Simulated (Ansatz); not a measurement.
Crystal: ZrC.

```xyz
2
Lattice="0.0000 2.3650 2.3650 2.3650 0.0000 2.3650 2.3650 2.3650 0.0000" Properties=species:S:1:pos:R:3 pbc="T T T"
Zr    2.3650    2.3650    2.3650
C     0.0000    0.0000    0.0000
```

Base run:

| Property | Result |
| --- | --- |
| Program | Ansatz 0.2.0 |
| Functional | LDA |
| Potentials or basis | all-electron LAPW, scalar-relativistic |
| Cutoff | 253 eV (chosen from the basis error) |
| Basis error allowed | 0.001 eV/atom |
| k mesh | 10 × 10 × 10 |
| Occupations | fermi-dirac, width 0.05 eV |
| Spin | no spin polarisation |

Its results: pressure -12.4 GPa.

**Question.** The run is repeated on the same cell with these changes: functional from LDA to BLYP. What comes out?

**Answer.** Pressure 4.2 GPa.

BLYP binds less tightly than LDA, so the same cell stands under more pressure.
